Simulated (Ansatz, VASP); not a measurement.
# WSe2 in VASP and in Ansatz

```xyz
3
Lattice="3.1175 0.0000 0.0000 -1.5587 2.6998 0.0000 0.0000 0.0000 16.6603" Properties=species:S:1:pos:R:3 pbc="T T T"
W     0.0000    0.0000   -0.0515
Se    0.0000    1.7999    1.7248
Se    0.0000    1.7999   15.0555
```

Change from the starting cell: mode 9 frozen in at -0.060 Å, equal normal strain along x and y -0.0400.

Alike in both runs: task single point; functional LDA; k mesh 9 × 9 × 2; occupations gaussian, width 0.05 eV; no spin polarisation.

```csv
,VASP,Ansatz
version,VASP 6.6.1,Ansatz 0.2.0
potentials or method,"VASP PAW LDA potentials, release 64 (W_sv, Se)","scalar-relativistic, plane waves, PAW"
plane-wave cutoff (eV),520,420
valence electrons in the cell,26,46
```

Ansatz gave:

```
gap on the k mesh at the Fermi level (eV) : 1.69
least direct gap on the mesh (eV)         : 2.26
rms of the force components (eV/Å)        : 1.792
```

Problem. Estimate VASP's values.

Solution. gap on the k mesh at the Fermi level (eV): 1.69; least direct gap on the mesh (eV): 2.26; rms of the force components (eV/Å): 1.834.

Atom by atom the forces differ by 0.066 eV/Å (rms over components). The two sets of potentials don't hold the same shells in valence. Ansatz warned: «pseudo_functional_mismatch».

Caveats: spin-orbit coupling is left out, which moves the levels of the heavy elements.
